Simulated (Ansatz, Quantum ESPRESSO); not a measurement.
## Zr and the pressure, program beside program

The cell as given:

```cif
data_structure
_symmetry_space_group_name_H-M 'P6_3/mmc'
_symmetry_Int_Tables_number 194
_cell_length_a 3.2320
_cell_length_b 3.2320
_cell_length_c 5.1470
_cell_angle_alpha 90.000
_cell_angle_beta 90.000
_cell_angle_gamma 120.000
_cell_volume 46.56
loop_
_atom_site_label
_atom_site_type_symbol
_atom_site_symmetry_multiplicity
_atom_site_Wyckoff_symbol
_atom_site_fract_x
_atom_site_fract_y
_atom_site_fract_z
_atom_site_occupancy
Zr1 Zr 2 c 0.66667 0.33333 0.75000 1
```

Kept alike: task relaxation of cell and atoms; functional PBEsol; k mesh 9 × 9 × 5; occupations fermi-dirac, width 0.05 eV; no spin polarisation. The mesh is that of the run's cell of 2 atoms. No spin-orbit coupling.

- A: Ansatz, all-electron LAPW, scalar-relativistic
- B: Quantum ESPRESSO, GBRV 1.5 PBEsol, cutoff 707 eV

```csv
pressure (GPa),A: volume (Å³/atom),B: volume (Å³/atom)
0,22.472,22.462
5,21.439,21.427
10,20.545,20.535
```

Values hold for each row's relaxed cell, which stops near the pressure aimed at. The runs follow the start's structure, whether or not it is the stable one at these pressures.

Problem. How large is the effect of the pressure, and do the programs agree on it?

Solution. From 0 to 10 GPa the volume moves by -1.927 in A, -1.927 in B (Å³/atom). Row by row the programs differ by 0.010 to 0.012, and over this span the shifts, as printed, agree within 1 %.
